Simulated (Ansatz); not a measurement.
# SnO (zincblende) by several functionals

All numbers come from the plane-wave code Ansatz. Values at 0 K without nuclear motion; no magnetic order is allowed, and the phase may be a hypothetical one.

Structure: SnO built on the zincblende prototype, at its r2SCAN minimum. Space group F-43m (No. 216), cubic; a = 5.416 Å in the conventional setting, 19.86 Å³ an atom. Sn has 4 O at 2.35 Å; O has 4 Sn at 2.35 Å.

Gaps on the r2SCAN cell, each the least over its mesh and the special points:
```json
{"level": "LDA", "k mesh": "8×8×8", "gap (eV)": "none (overlap 0.20)", "kind": "–", "edges": "–", "least direct gap (eV)": "–"}
{"level": "PBE", "k mesh": "8×8×8", "gap (eV)": "none (overlap 0.19)", "kind": "–", "edges": "–", "least direct gap (eV)": "–"}
{"level": "PBE+SOC", "k mesh": "8×8×8", "gap (eV)": "none (overlap 0.20)", "kind": "–", "edges": "–", "least direct gap (eV)": "–"}
{"level": "r2SCAN", "k mesh": "8×8×8", "gap (eV)": "none (overlap 0.19)", "kind": "–", "edges": "–", "least direct gap (eV)": "–"}
```
All runs use a smearing of 0.02 eV.
Wave cutoffs: 420 eV, 500 eV (r2SCAN).

r2SCAN gives no gap: the lowest nominally empty band dips 0.19 eV below the top of the last filled one (its bottom at X, the top at W), so the cell is a metal or semimetal at this level. PBE+SOC gives no gap: the lowest nominally empty band dips 0.20 eV below the top of the last filled one (its bottom at X, the top at W), so the cell is a metal or semimetal at this level.

No level opens a gap, but no hybrid is among them, and semilocal functionals can close a real gap.

Only the levels marked +SOC include spin-orbit coupling.
